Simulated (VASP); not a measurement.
Crystal: HfO2.

```
Hf O
1.0
     0.00000    2.55750    2.55750
     2.55750    0.00000    2.55750
     2.55750    2.55750    0.00000
Hf O
1 2
Cartesian
  0.0000 0.0000 0.0000
  3.8363 3.8363 3.8363
  1.2788 1.2788 1.2788
```

Measurements of this composition are mostly on another form, of space group No. 14.

- Program: VASP 6.6.1
- Task: relaxation of cell and atoms
- Functional: PBE
- Dispersion: D3(BJ)
- Potentials or basis: VASP PAW PBE potentials, release 64 (Hf_pv, O)
- Cutoff: 600 eV
- k mesh: 8 × 8 × 8
- Occupations: gaussian, width 0.02 eV
- Spin: no spin polarisation

At the start: pressure -9.8 GPa; volume 11.15 Å³/atom.

How do energy, volume and symmetry change on relaxing?

Over 3 steps the energy falls by 14.1 meV/atom and the volume is 10.71 Å³/atom (-4.0 %); space group Fm-3m (No. 225, to 0.05 Å).

The path:
| step | energy change (eV) | largest force (eV/Å) | pressure (GPa) | volume (Å³) |
| --- | --- | --- | --- | --- |
| 1 | 0.0000 | 0.0000 | -9.76 | 33.46 |
| 2 | 0.0527 | 0.0000 | 17.48 | 30.27 |
| 3 | -0.0424 | 0.0000 | -0.09 | 32.13 |

Final structure:
```
Hf O
1.0
     0.00000    2.52335    2.52335
     2.52335    0.00000    2.52335
     2.52335    2.52335    0.00000
Hf O
1 2
Direct
  0.00000 0.00000 0.00000
  0.75000 0.75000 0.75000
  0.25000 0.25000 0.25000
```
